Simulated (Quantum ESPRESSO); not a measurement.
Input of a Quantum ESPRESSO 7.5 run:

scf.in

```
&CONTROL
  calculation = 'scf'
  prefix = 'pwscf'
  outdir = './tmp'
  pseudo_dir = './pseudo'
/
&SYSTEM
  ibrav = 0
  nat = 1
  ntyp = 1
  ecutwfc = 56
  nbnd = 13
  occupations = 'smearing'
  smearing = 'fd'
  degauss = 0.00367493
  force_symmorphic = .true.
/
&ELECTRONS
  conv_thr = 2d-10
  electron_maxstep = 120
  mixing_beta = 0.5
/
ATOMIC_SPECIES
Pb   207.2000 Pb.upf
CELL_PARAMETERS angstrom
   0.0000000000    2.4750200000    2.4750200000
   2.4750200000    0.0000000000    2.4750200000
   2.4750200000    2.4750200000    0.0000000000
ATOMIC_POSITIONS angstrom
Pb     0.0000000000    0.0000000000    0.0000000000
K_POINTS automatic
18 18 18 0 0 0
```

nscf.in

```
&CONTROL
  calculation = 'nscf'
  prefix = 'pwscf'
  outdir = './tmp'
  pseudo_dir = './pseudo'
/
&SYSTEM
  ibrav = 0
  nat = 1
  ntyp = 1
  ecutwfc = 56
  nbnd = 32
  occupations = 'smearing'
  smearing = 'fd'
  degauss = 0.00367493
  force_symmorphic = .true.
/
&ELECTRONS
  conv_thr = 1d-08
  diago_full_acc = .true.
  diago_thr_init = 1d-06
/
ATOMIC_SPECIES
Pb   207.2000 Pb.upf
CELL_PARAMETERS angstrom
   0.0000000000    2.4750200000    2.4750200000
   2.4750200000    0.0000000000    2.4750200000
   2.4750200000    2.4750200000    0.0000000000
ATOMIC_POSITIONS angstrom
Pb     0.0000000000    0.0000000000    0.0000000000
K_POINTS automatic
18 18 18 0 0 0
```

Potentials or basis: PseudoDojo 0.4.1 SR PBEsol standard.

Run with:

```console
$ OMP_NUM_THREADS=1 pw.x -in scf.in > scf.out
$ OMP_NUM_THREADS=1 pw.x -in nscf.in > nscf.out
```

**Question.** Estimate the band gap on the k mesh, mean-field level.

**Answer.** None (metal or under the smearing width).

The run has no spin-orbit coupling, so splittings on Pb are missing.
